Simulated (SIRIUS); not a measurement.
The system is CuO.

```xyz
2
Lattice="0.0000 2.1166 2.1166 2.1166 0.0000 2.1166 2.1166 2.1166 0.0000" Properties=species:S:1:pos:R:3 pbc="T T T"
Cu    1.9814    1.9843    0.1219
O     2.2518    2.2488    1.9946
```

The cell comes from a database or a generator and needn't be the stable form of this composition.

The cell isn't the ideal one: atom 2 moved 0.45 Å.

```yaml
Program: SIRIUS 7.12.0
Task: relaxation of cell and atoms
Functional: PBE
Dispersion: D3
Potentials_or_basis: PseudoDojo 0.4.1 PBE standard (scalar relativistic)
Cutoff: 1254 eV
Density_cutoff: 5016 eV
k_mesh: 5 × 5 × 5
Occupations: fermi-dirac, width 0.05 eV
Spin: no spin polarisation
```

At the start: pressure 14.4 GPa; volume 9.48 Å³/atom.

Problem. How do energy, volume and symmetry change on relaxing?

Solution. Over 14 steps the energy falls by 216.2 meV/atom and the volume is 9.28 Å³/atom (-2.1 %); space group Fm-3m (No. 225, to 0.05 Å).

The path:
```
step  energy change (eV)  largest force (eV/Å)  pressure (GPa)  volume (Å³)
   1              0.0000                0.9040           14.37        18.96
   2             -0.0516                0.8845            8.91        19.31
   3             -0.1873                0.8752           -8.35        20.58
   4             -0.2275                0.5688          -14.02        20.99
   5             -0.2833                0.3984          -14.65        20.77
   6             -0.3428                0.8836            0.16        18.85
   7             -0.4116                0.0453           -6.42        19.30
   8             -0.4243                0.0368           -3.05        18.90
   9             -0.4282                0.0283            0.46        18.53
  10             -0.4285                0.0243            0.36        18.54
  11             -0.4319                0.0551           -0.33        18.62
  12             -0.4321                0.0534           -0.13        18.60
  13             -0.4322                0.0367            0.10        18.57
  14             -0.4323                0.0146            0.14        18.57
```

Final structure:
```
CELL_PARAMETERS angstrom
-0.00012 2.10022 2.10241
2.10098 -0.00016 2.10245
2.10188 2.10112 -0.00105
ATOMIC_POSITIONS crystal
Cu 0.99992 0.99963 0.00006
O 0.50008 0.50037 0.49994
```

Caveat: the k mesh is coarse (spacing up to 0.51 Å⁻¹), so the values aren't converged; an odd number of electrons without spin polarisation forces a metal; a magnetic or distorted state may lie lower; the run has no spin polarisation, though such a crystal can be magnetic; pairwise dispersion overbinds metals, which lowers pressure and volume.
